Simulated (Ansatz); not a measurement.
# Si: the cost of one run

Computed with Ansatz 0.2.0 (DFT LDA, scalar-relativistic, unless a step's input says otherwise).

## Step 1: The starting structure

Symmetry: Imma, No. 74, orthorhombic system. Conventional cell: a = 4.502 Å, b = 4.737 Å, c = 2.550 Å, α = 90.00°, β = 90.00°, γ = 90.00°. Si (site symmetry mm2) has 8 Si at 2.39 to 2.74 Å as nearest neighbours.

Structure file:

```
CELL_PARAMETERS angstrom
-2.25100 2.36850 1.27500
2.25100 -2.36850 1.27500
2.25100 2.36850 -1.27500
ATOMIC_POSITIONS crystal
Si 0.80700 0.55700 0.25000
Si 0.19300 0.44300 0.75000
```

Atoms are numbered in the order of the input: Si1, Si2.

## Step 2: After the deformation

Space group Imma before, P-1 after.

## Step 3: All-electron LAPW

Input file input.yaml:

```yaml
crystal:
  lattice:
    - [-2.1963475, 2.35386, 1.2767625]
    - [2.2345975, -2.31561, 1.2732375]
    - [2.2674025, 2.38314, -1.2057075]
  atoms:
    - { symbol: Si, position: [0.807, 0.557, 0.25] }
    - { symbol: Si, position: [0.193, 0.443, 0.75] }
kpoints:
  mp_grid: { grid: [16, 16, 16] }
  band_path:
    path:
      - [0.0, 0.0, 0.0]
      - [0.0, 0.0, -0.5]
      - [-0.5, 0.5, 0.0]
      - [0.0, 0.0, 0.0]
      - [0.5, 0.0, 0.0]
      - [0.0, 0.5, -0.5]
      - [0.0, 0.0, 0.0]
      - [0.0, 0.5, 0.0]
      - [0.5, 0.0, -0.5]
    npoints: 5
scf:
  occupations: { method: fermi_dirac, width: 0.05 }
hamiltonian:
  xc: lda
  pseudopotentials: { kind: all_electron, lapw: { basis_error: 0.0005 } }
output:
  forces: true
  stress: true
  eigenvalues: true
```

Started as:

```sh
$ ansatz run input.yaml --threads 1 --pin off --max-ram 3072MiB --backend cpu --events-out ev --progress --plain --runs-dir out
```

What time and memory should one allow on 1 thread of Arm Neoverse V2, shared host?

About 3 min, with a peak of 2 GiB.
